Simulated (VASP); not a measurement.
# HfN (P1) in VASP: relaxation of the atoms with RPBE

Aim: the relaxation of the atoms of HfN with RPBE.

Everything below comes from runs of VASP 6.6.1. Logs are shortened: lines on timing, memory, paths and dates and some standing lists are left out, and cuts for length are marked.

**1. The cell of the first run**

The typed cell holds 8 atoms: a = 3.134 Å, b = 5.417 Å, c = 5.428 Å, α = 90.00°, β = 90.00°, γ = 90.00°.

The cell comes from a database or a generator and needn't be the stable form of this composition.

**2. Relaxation of the atoms, RPBE (a zone-boundary wave of random shape, sigma 0.02 Å)**

The input, INCAR:

```
ALGO = Fast
EDIFF = 1E-6
EDIFFG = -0.005
ENCUT = 520
GGA = RP
IBRION = 2
ISIF = 2
ISMEAR = 0
LASPH = True
LCHARG = False
LREAL = False
LWAVE = False
NELM = 100
NSW = 60
PREC = Accurate
SIGMA = 0.05
```

The input, KPOINTS:

```
k-points
0
Gamma
  9 5 5
```

The input, POSCAR:

```
HfN
1.0
   -3.1339080200      0.0000000000      0.0000000000
    0.0000000000      0.0000000000     -5.4167677200
    0.0000000000     -5.4280879200      0.0000000000
Hf N
4 4
Direct
    0.9989992900      0.2490194200      0.3332061500
    0.5010007000      0.2509805800      0.8334605200
    0.5021164400      0.7411435800      0.1654872900
    0.9978835700      0.7588564200      0.6678460400
    0.5071193000      0.0044953400      0.4985787700
    0.9928807000      0.9955046600      0.0014212300
    0.4948157500      0.5053054100      0.4967295300
    0.0051842500      0.4946945900      0.0032704700
```

Potentials or basis: VASP PAW PBE potentials, release 64 (Hf_pv, N).

Launch:

```bash
$ cat potpaw_PBE.64/Hf_pv/POTCAR potpaw_PBE.64/N/POTCAR > POTCAR
$ mpirun -np 1 vasp_std > vasp.out
```

OUTCAR:

```text
EDIFF = 1E-6
   EDIFFG = -0.005
   ENCUT = 520
   GGA = RP
   IBRION = 2
   ISIF = 2
   ISMEAR = 0
   LASPH = True
   LREAL = False
   NELM = 100
   NSW = 60
   PREC = Accurate

 ion  position               nearest neighbor table
   1  0.999  0.249  0.333-   5 2.22   8 2.23   5 2.26   7 2.26   6 2.26   7 2.28   2 3.13   2 3.13
                             2 3.14   2 3.14   4 3.22   3 3.22   3 3.23   3 3.29   3 3.30   4 3.31
   2  0.501  0.251  0.833-   8 2.24   5 2.26   8 2.26   6 2.26   7 2.29   6 2.30   1 3.13   1 3.13
                             1 3.14   1 3.14   3 3.21   4 3.22   4 3.22   4 3.29   4 3.30   3 3.30
   3  0.502  0.741  0.165-   7 2.21   8 2.23   8 2.25   6 2.25   6 2.29   5 2.30   4 3.12   4 3.13
                             4 3.14   4 3.15   2 3.21   1 3.22   1 3.23   1 3.29   2 3.30   1 3.30
   4  0.998  0.759  0.668-   6 2.22   5 2.23   5 2.27   7 2.27   7 2.29   8 2.32   3 3.12   3 3.13
                             3 3.14   3 3.15   2 3.22   1 3.22   2 3.22   2 3.29   2 3.30   1 3.31
   5  0.507  0.004  0.499-   1 2.22   4 2.23   2 2.26   1 2.26   4 2.27   3 2.30
   6  0.993  0.996  0.001-   4 2.22   3 2.25   2 2.26   1 2.26   3 2.29   2 2.30
   7  0.495  0.505  0.497-   3 2.21   1 2.26   4 2.27   1 2.28   4 2.29   2 2.29
   8  0.005  0.495  0.003-   1 2.23   3 2.23   2 2.24   3 2.25   2 2.26   4 2.32

  LATTYP: Found a simple orthorhombic cell.
 ALAT       =     3.1339080200
 B/A-ratio  =     1.7284386413
 C/A-ratio  =     1.7320508086

  Lattice vectors:

 A1 = (  -3.1339080200,   0.0000000000,   0.0000000000)
 A2 = (   0.0000000000,   0.0000000000,  -5.4167677200)
 A3 = (   0.0000000000,  -5.4280879200,   0.0000000000)

Analysis of symmetry for initial positions (statically):
=====================================================================
 Subroutine PRICEL returns:
 Original cell was already a primitive cell.

 Routine SETGRP: Setting up the symmetry group for a
 simple orthorhombic supercell.

 Subroutine GETGRP returns: Found  1 space group operations
 (whereof  1 operations were pure point group operations)
 out of a pool of  8 trial point group operations.

The static configuration has the point symmetry C_1 .

Analysis of symmetry for dynamics (positions and initial velocities):
=====================================================================
 Subroutine PRICEL returns:
 Original cell was already a primitive cell.

 Routine SETGRP: Setting up the symmetry group for a
 simple orthorhombic supercell.

 Subroutine GETGRP returns: Found  1 space group operations
 (whereof  1 operations were pure point group operations)
 out of a pool of  8 trial point group operations.

The dynamic configuration has the point symmetry C_1 .

 Subroutine INISYM returns: Found  1 space group operations
 (whereof  1 operations are pure point group operations),
 and found     1 'primitive' translations

----------------------------------------------------------------------------------------

                                     Primitive cell

  volume of cell :      92.1453

  direct lattice vectors                    reciprocal lattice vectors
    -3.133908020  0.000000000  0.000000000    -0.319090412  0.000000000  0.000000000
     0.000000000  0.000000000 -5.416767720     0.000000000  0.000000000 -0.184611940
     0.000000000 -5.428087920  0.000000000     0.000000000 -0.184226935  0.000000000

  length of vectors
     3.133908020  5.416767720  5.428087920     0.319090412  0.184611940  0.184226935

  position of ions in fractional coordinates (direct lattice)
     0.998999290  0.249019420  0.333206150
     0.501000700  0.250980580  0.833460520
     0.502116440  0.741143580  0.165487290
     0.997883570  0.758856420  0.667846040
     0.507119300  0.004495340  0.498578770
     0.992880700  0.995504660  0.001421230
     0.494815750  0.505305410  0.496729530
     0.005184250  0.494694590  0.003270470

  ion indices of the primitive-cell ions
   primitive index   ion index
                 1           1
                 2           2
                 3           3
                 4           4
                 5           5
                 6           6
                 7           7
                 8           8

----------------------------------------------------------------------------------------

 KPOINTS: k-points

[... 25 lines left out ...]
  0.111111  0.000000  0.000000      2.000000
  0.222222  0.000000  0.000000      2.000000
  0.333333  0.000000  0.000000      2.000000
  0.444444  0.000000  0.000000      2.000000
  0.000000  0.200000  0.000000      2.000000
[... 16 lines left out ...]
  0.444444 -0.400000  0.000000      2.000000
  0.000000  0.000000  0.200000      2.000000
 [... further k-points ...]
   k-points           NKPTS =    113   k-points in BZ     NKDIM =    113   number of bands    NBANDS=     36
   number of dos      NEDOS =    301   number of ions     NIONS =      8
   total plane-waves  NPLWV =  38400
   dimension x,y,z NGX =    24 NGY =   40 NGZ =   40
   dimension x,y,z NGXF=    48 NGYF=   80 NGZF=   80
   ions per type =               4   4
   NGX,Y,Z   is equivalent  to a cutoff of  12.73, 12.28, 12.25 a.u.
   NGXF,Y,Z  is equivalent  to a cutoff of  25.46, 24.55, 24.50 a.u.
 SYSTEM =  unknown system
   PREC   = accura    normal or accurate (medium, high low for compatibility)
   ISTART =      0    job   : 0-new  1-cont  2-samecut
   ICHARG =      2    charge: 1-file 2-atom 10-const
   ISPIN  =      1    spin polarized calculation?
   LNONCOLLINEAR =      F non collinear calculations
   LSORBIT =      F    spin-orbit coupling
   LASPH  =      T    aspherical Exc in radial PAW
   ENCUT  =  520.0 eV  38.22 Ry    6.18 a.u.   5.83 10.07 10.09*2*pi/ulx,y,z
   NELM   =    100;   NELMIN=  2; NELMDL= -5     # of ELM steps
   EDIFF  = 0.1E-05   stopping-criterion for ELM
   LREAL  =      F    real-space projection
   EDIFFG = -.5E-02   stopping-criterion for IOM
   NSW    =     60    number of steps for IOM
   IBRION =      2    ionic relax: 0-MD 1-quasi-New 2-CG
   NFREE  =      1    steps in history (QN), initial steepest desc. (CG)
   ISIF   =      2    stress and relaxation
   ISYM   =      2    0-nonsym 1-usesym 2-fastsym
   POTIM  = 0.5000    time-step for ionic-motion
   TEBEG  =    0.0;   TEEND  =   0.0 temperature during run
   PSTRESS=    0.0 pullay stress
   NELECT =      60.0000    total number of electrons
   NUPDOWN=      -1.0000    fix difference up-down
   EMIN   =  10.00;   EMAX   =-10.00  energy-range for DOS
   EFERMI =   0.00;   METHOD = LEGACY
   ISMEAR =     0;   SIGMA  =   0.05  broadening in eV -4-tet -1-fermi 0-gaus
   EFERMI_NEDOS =   21; number of points for ismear=-14 and -15
   IALGO  =     68    algorithm
   IMIX   =      4    mixing-type and parameters
     AMIX     =   0.40;   BMIX     =  1.00
     AMIX_MAG =   1.60;   BMIX_MAG =  1.00
  volume/ion in A,a.u.               =      11.52        77.73
  Fermi-wavevector in a.u.,A,eV,Ry     =   1.418951  2.681429 27.394278  2.013423
  Thomas-Fermi vector in A             =   2.540023
   LORBIT       =      0    0 simple, 1 ext, 2 COOP (PROOUT), +10 PAW based schemes
   GGA     = RP    functional components
   LHFCALC =     F    Hartree Fock is set to
   AEXX    =    0.0000 exact exchange contribution
   IVDW    =     0    specifies the selected vdW correction
   LEPSILON=     F    determine dielectric tensor
   LRPA    =     F    only Hartree local field effects (RPA)
 conjugate gradient relaxation of ions
 non-spin polarized calculation
 RMM-DIIS sequential band-by-band and
 Gauss-broadening in eV      SIGMA  =   0.05
  energy-cutoff  :      520.00
  volume of cell :       92.15
 maximum number of plane-waves:      2519
   NGX = 11   NGY = 21   NGZ = 21

--------------------------------------- Ionic step        1  -------------------------------------------

 number of electron      59.9999999 magnetization

 Free energy of the ion-electron system (eV)
  ---------------------------------------------------
  ext. energy  EPLUGINS =         0.00000000
  ---------------------------------------------------
  free energy    TOTEN  =       -82.73350901 eV

  energy without entropy =      -82.72821271  energy(sigma->0) =      -82.73086086

------------------------ aborting loop because EDIFF is reached ----------------------------------------

  FORCE on cell =-STRESS in cart. coord.  units (eV):
  Direction    XX          YY          ZZ          XY          YZ          ZX
  --------------------------------------------------------------------------------------
  -------------------------------------------------------------------------------------
  Total        4.8366658      5.0510367      5.2716564     -0.0082705     -0.0670327      0.0391230
  in kB       84.0975477     87.8249220     91.6609477     -0.1438036     -1.1655308      0.6802505
  external PRESSURE =      87.8611391 kB  Pullay stress =       0.0000000 kB
[... 107 lines left out ...]
  FREE ENERGIE OF THE ION-ELECTRON SYSTEM (eV)
  ---------------------------------------------------
  free  energy   TOTEN  =       -82.7905161810 eV

  energy  without entropy=      -82.7853422881  energy(sigma->0) =      -82.78792923

[... ionic steps 4 to 10 ...]

--------------------------------------- Ionic step       11  -------------------------------------------

 number of electron      60.0000000 magnetization

------------------------ aborting loop because EDIFF is reached ----------------------------------------
[... 79 lines left out ...]
--------------------------------------- Ionic step       13  -------------------------------------------

 number of electron      60.0000000 magnetization

 Free energy of the ion-electron system (eV)
  ---------------------------------------------------
  ext. energy  EPLUGINS =         0.00000000
  ---------------------------------------------------
  free energy    TOTEN  =       -82.79721119 eV

  energy without entropy =      -82.79207618  energy(sigma->0) =      -82.79464369

 E-fermi :   8.1687     XC(G=0): -12.6688

 val. band max:        8.1685927458   @ k =   0.0000   0.4000   0.2000
 cond. band min:       8.1780094810   @ k =   0.3333   0.0000   0.0000
 fundamental gap:      0.0094167352
 Fermi energy:         8.1686623590

 k-point     1 :       0.0000    0.0000    0.0000
  band No.  band energies     occupation
      1     -23.6957      2.00000
      2     -23.6171      2.00000
      3     -23.4206      2.00000
      4     -23.2184      2.00000
      5     -22.9731      2.00000
      6     -22.9705      2.00000
[... 925 lines left out ...]
     35      10.3510      0.00000
     36      10.6163      0.00000

 [... further k-points ...]

------------------------ aborting loop because EDIFF is reached ----------------------------------------

  FORCE on cell =-STRESS in cart. coord.  units (eV):
  Direction    XX          YY          ZZ          XY          YZ          ZX
  --------------------------------------------------------------------------------------
  -------------------------------------------------------------------------------------
  Total        4.7025231      4.7414712      5.0353622      0.0000016     -0.0000080      0.0000053
  in kB       81.7651413     82.4423507     87.5523819      0.0000282     -0.0001395      0.0000915
  external PRESSURE =      83.9199580 kB  Pullay stress =       0.0000000 kB
[... 23 lines left out ...]
  FREE ENERGIE OF THE ION-ELECTRON SYSTEM (eV)
  ---------------------------------------------------
  free  energy   TOTEN  =       -82.7972111929 eV

  energy  without entropy=      -82.7920761803  energy(sigma->0) =      -82.79464369

 reached required accuracy - stopping structural energy minimisation
```

It took 23 min on 1 thread of Intel Xeon Platinum 8259CL at 2.50GHz (Skylake/Cascade Lake), shared host; peak memory 0.4 GiB.

Results:

```yaml
Free_energy: -82.7972 eV
Energy_gained_by_relaxing: 8.0 meV/atom
Ionic_steps: 13
Pressure_after_relaxing: 8.4 GPa
Band_gap_on_the_k_mesh: none (metal or under the smearing width)
```

Forces in eV/Å, atoms in the order of the input:
```
Hf   0.000  0.001 -0.001
Hf   0.000  0.000  0.001
Hf   0.000  0.002  0.000
Hf   0.000 -0.003  0.000
N    0.001 -0.001 -0.002
N   -0.001  0.001  0.002
N   -0.001  0.001  0.001
N    0.001 -0.001 -0.001
```

Stress tensor (GPa, compression positive):
```
8.18 0.00 0.00
0.00 8.24 0.00
0.00 0.00 8.76
```

Step by step:
| step | energy change (eV) | largest force (eV/Å) | pressure (GPa) |
| --- | --- | --- | --- |
| 1 | 0.0000 | 0.6828 | 8.79 |
| 2 | -0.0534 | 0.1922 | 8.45 |
| 3 | -0.0570 | 0.2330 | 8.43 |
| 4 | -0.0629 | 0.0801 | 8.39 |
| 5 | -0.0629 | 0.0758 | 8.40 |
| 6 | -0.0636 | 0.0384 | 8.39 |
| 7 | -0.0636 | 0.0237 | 8.39 |
| 8 | -0.0637 | 0.0113 | 8.39 |
| 9 | -0.0637 | 0.0059 | 8.39 |
| 10 | -0.0637 | 0.0060 | 8.39 |
| 11 | -0.0637 | 0.0071 | 8.39 |
| 12 | -0.0637 | 0.0063 | 8.39 |
| 13 | -0.0637 | 0.0027 | 8.39 |

Final structure:
```cif
data_structure
_symmetry_space_group_name_H-M 'P 1'
_symmetry_Int_Tables_number 1
_cell_length_a 3.1339
_cell_length_b 5.4168
_cell_length_c 5.4281
_cell_angle_alpha 90.000
_cell_angle_beta 90.000
_cell_angle_gamma 90.000
_cell_volume 92.15
loop_
_atom_site_label
_atom_site_type_symbol
_atom_site_fract_x
_atom_site_fract_y
_atom_site_fract_z
_atom_site_occupancy
Hf1 Hf 0.00001 0.25002 0.33343 1
Hf2 Hf 0.50000 0.24998 0.83343 1
Hf3 Hf 0.50000 0.74999 0.16658 1
Hf4 Hf 0.00000 0.75001 0.66656 1
N1 N 0.50002 0.99998 0.49996 1
N2 N 0.99998 0.00002 0.00003 1
N3 N 0.49997 0.50000 0.50003 1
N4 N 0.00002 0.50000 0.99997 1
```

Caveat: the PAW data sets were made with another functional, which shifts forces and pressure a little.
